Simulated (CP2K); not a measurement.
Runs of CP2K 2026.2 on Si. It takes space group Pm-3m (No. 221, cubic). The conventional cell has a = 2.532 Å, b = 2.532 Å, c = 2.532 Å, α = 90.00°, β = 90.00°, γ = 90.00°. Si (site symmetry m-3m) has 6 Si at 2.53 Å as nearest neighbours. The cell was built by a generator and needn't be a form met in nature.

```tsv
task	level	potentials or basis	smearing	EPS_DEFAULT	NGRIDS	basis sets	potentials	points a segment of the path (NPOINTS)	gap on the mesh (eV)	pressure (GPa)
band structure	r2SCAN	POTENTIAL_UZH Si GTH-SCAN-q4; TZVP-MOLOPT-SCAN-GTH basis	fermi-dirac 0.0259 eV	1.0E-9	5	Si TZVP-MOLOPT-SCAN-GTH-q4	Si GTH-SCAN-q4 of POTENTIAL_UZH	8	none	-1.1
single point	PBE	POTENTIAL_UZH Si GTH-PBE-q4; TZVP-MOLOPT-PBE-GTH basis	fermi-dirac 0.05 eV	1.0E-10	5	Si TZVP-MOLOPT-PBE-GTH-q4	Si GTH-PBE-q4 of POTENTIAL_UZH	-	none	(a)
band structure	PBEsol	POTENTIAL_UZH Si GTH-PBE-q4; TZVP-MOLOPT-PBE-GTH basis	fermi-dirac 0.05 eV	1.0E-10	5	Si TZVP-MOLOPT-PBE-GTH-q4	Si GTH-PBE-q4 of POTENTIAL_UZH	6	none	-1.1
band structure	LDA	GTH_POTENTIALS Si GTH-PADE-q4; TZVP-MOLOPT-PBE-GTH basis	fermi-dirac 0.0259 eV	1.0E-10	4	Si TZVP-MOLOPT-PBE-GTH-q4	Si GTH-PADE-q4 of GTH_POTENTIALS	6	none	-4.3
```

Alike in all rows: no spin polarisation; cell as given; k mesh 10 × 10 × 10.

Question: Fill in the values left out.

Answer: (a) -0.2.

Caveats: the basis of atomic orbitals isn't converged, which shifts pressures, moduli and gaps; the potentials were made for another functional, which shifts forces and pressure (some runs).

A k mesh can miss the band edges.

A gap of «none» marks a metal or a gap under the smearing width.

Not every run made on this cell is shown here.
